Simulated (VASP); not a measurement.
# Sb (Pm-3m) in VASP: settings compared, part 2 of 2

VASP 6.6.1. Earlier steps stand in the parts before.

### 3 Band structure, PW91 (volume scaled by 1.08)

The input, run.py:

```python
from ase.calculators.vasp import Vasp
from ase.dft.bandgap import bandgap
from ase.io import read

atoms = read('Sb.cif')
calc = Vasp(
    directory='calc',
    pp='PBE',
    setups='recommended',
    prec='Accurate',
    encut=520,
    ediff=1e-07,
    ismear=0,
    sigma=0.05,
    lreal=False,
    lasph=True,
    nelm=100,
    algo='Normal',
    isif=2,
    lwave=False,
    lcharg=True,
    gga='91',
    kpts=[6, 6, 6],
    gamma=True,
    nbands=14,
)
atoms.calc = calc

print('energy (eV):', atoms.get_potential_energy())
print('free energy (eV):', atoms.get_potential_energy(force_consistent=True))
efermi = calc.get_fermi_level()
print('Fermi level (eV):', efermi)
path = atoms.cell.bandpath(npoints=40, eps=1e-4)
print('path:', path.path)
calc.set(kpts=path.kpts, reciprocal=True, icharg=11, isym=0, lcharg=False)
calc.calculate(atoms)
print('gap on the path (eV):', bandgap(calc, efermi=efermi)[0])
print('direct gap on the path (eV):', bandgap(calc, efermi=efermi, direct=True)[0])
```

The input, Sb.cif:

```cif
data_Sb
_cell_length_a 4.69742362
_cell_length_b 4.69742362
_cell_length_c 4.69742362
_cell_angle_alpha 90.00000000
_cell_angle_beta 90.00000000
_cell_angle_gamma 90.00000000
_space_group_name_H-M_alt 'P1'
_space_group_name_Hall 'P 1'
_space_group_IT_number 1
loop_
_space_group_symop_operation_xyz
'x,y,z'
loop_
_atom_site_label
_atom_site_type_symbol
_atom_site_symmetry_multiplicity
_atom_site_Wyckoff_symbol
_atom_site_fract_x
_atom_site_fract_y
_atom_site_fract_z
_atom_site_occupancy
Sb1 Sb 1 a 0.5000000000 0.5000000000 0.0000000000 1
Sb2 Sb 1 a 0.5000000000 0.0000000000 0.5000000000 1
Sb3 Sb 1 a 0.0000000000 0.5000000000 0.5000000000 1
```

Potentials or basis: VASP PAW PBE potentials, release 64 (Sb).

On the command line:

```sh
python run.py
```

Standard output:

```text
energy (eV): -11.58541346
free energy (eV): -11.58833765
Fermi level (eV): 5.397686
path: GXMGRX,MR
gap on the path (eV): 0.0
direct gap on the path (eV): 0.0
```

OUTCAR:

```text
ENCUT = 520.000000
   EDIFF = 1.00e-07
   GGA = 91
   PREC = Accurate
   ICHARG = 11
   ISIF = 2
   ISMEAR = 0
   ISYM = 0
   NELM = 100
   LASPH = .TRUE.
   LREAL = .FALSE.

 ion  position               nearest neighbor table
   1  0.500  0.500  0.000-   2 3.32   3 3.32   2 3.32   3 3.32   2 3.32   2 3.32   3 3.32   3 3.32

[... 558 lines left out ...]
  in kB      -72.4667768   -157.1560079     61.7254561     23.2848845     11.6558295     19.9169857
  external PRESSURE =     -55.9657762 kB  Pullay stress =       0.0000000 kB

 VOLUME and BASIS-vectors are now :
 -----------------------------------------------------------------------------
  energy-cutoff  :      520.00
  volume of cell :      103.65
      direct lattice vectors                 reciprocal lattice vectors
     4.697423620  0.000000000  0.000000000     0.212882652  0.000000000  0.000000000
     0.000000000  4.697423620  0.000000000     0.000000000  0.212882652  0.000000000
     0.000000000  0.000000000  4.697423620     0.000000000  0.000000000  0.212882652

 POSITION                                       TOTAL-FORCE (eV/Angst)
 -----------------------------------------------------------------------------------
      2.34871      2.34871      0.00000         0.000000      0.000000      0.000000
      2.34871      0.00000      2.34871        -0.000000     -0.000000      0.000000
      0.00000      2.34871      2.34871        -0.000000     -0.000000     -0.000000
 -----------------------------------------------------------------------------------
    total drift:                               -0.000001      0.000002      0.000001

  FREE ENERGIE OF THE ION-ELECTRON SYSTEM (eV)
  ---------------------------------------------------
  free  energy   TOTEN  =       -13.0603933732 eV

  energy  without entropy=      -13.0586553573  energy(sigma->0) =      -13.05952437
```

INCAR:

```text
ENCUT = 520.000000
SIGMA = 0.050000
EDIFF = 1.00e-07
ALGO = Normal
GGA = 91
PREC = Accurate
ICHARG = 11
ISIF = 2
ISMEAR = 0
ISYM = 0
NBANDS = 14
NELM = 100
LASPH = .TRUE.
LCHARG = .FALSE.
LWAVE = .FALSE.
LREAL = .FALSE.
```

It took 93 s on 1 thread of AMD EPYC 7R43 (Zen 3), shared host; peak memory 0.17 GiB.

What came out:

```yaml
Band_gap_along_the_path: none (metal or under the smearing width)
```

Levels at the corners of the path, in eV from the Fermi level:
```csv
point,band 3,band 4,band 5,band 6,band 7,band 8,band 9,band 10,band 11,band 12
Γ,-6.87,-3.46,-3.46,-3.46,1.36,1.36,1.36,2.15,3.65,3.65
X,-6.68,-2.49,-2.49,-0.59,-0.59,-0.26,-0.22,-0.12,3.01,3.01
M,-8.99,-3.89,-2.08,-0.98,-0.35,-0.35,0.03,0.03,3.98,4.64
Γ,-6.87,-3.46,-3.46,-3.46,1.36,1.36,1.36,2.15,3.65,3.65
R,-8.61,-5.60,-3.62,-3.62,-3.62,2.41,4.21,4.21,4.78,4.78
X,-6.68,-2.49,-2.49,-0.59,-0.59,-0.26,-0.22,-0.12,3.01,3.01
M,-8.99,-3.89,-2.08,-0.98,-0.35,-0.35,0.03,0.03,3.98,4.64
R,-8.61,-5.60,-3.62,-3.62,-3.62,2.41,4.21,4.21,4.78,4.78
```

Caveat: the log is that of the step along the path at fixed density, whose energy, stress, charges and moments have no meaning; the PAW data sets were made with another functional, which shifts forces and pressure a little; spin-orbit coupling is left out, which moves the levels of the heavy elements.

### 4 For comparison

An earlier run on the cell as given: functional PBE; potentials or basis VASP PAW PBE potentials, release 64 (Sb); cutoff 520 eV; k mesh 6 × 6 × 6; occupations fermi-dirac, width 0.05 eV; no spin polarisation.

* Pressure: 0.0 GPa
* Band gap on the k mesh: none (metal or under the smearing width)

### 5 Overview

```csv
task,level,cell,smearing,pressure (GPa)
band structure,LAK,cell strained at random at fixed volume,gaussian 0.05 eV,1.8
band structure,PW91,volume scaled by 1.08,gaussian 0.05 eV,-
single point,PBE,as given,fermi-dirac 0.05 eV,0.0
```

Alike in all rows: potentials or basis VASP PAW PBE potentials, release 64 (Sb); no spin polarisation; k mesh 6 × 6 × 6; cutoff (eV) 520.

Caveats: the PAW data sets were made with another functional, which shifts forces and pressure a little (some runs); spin-orbit coupling is left out, which moves the levels of the heavy elements (some runs).

Total energies depend on the potentials used, so only differences within one code and one set of settings carry meaning.
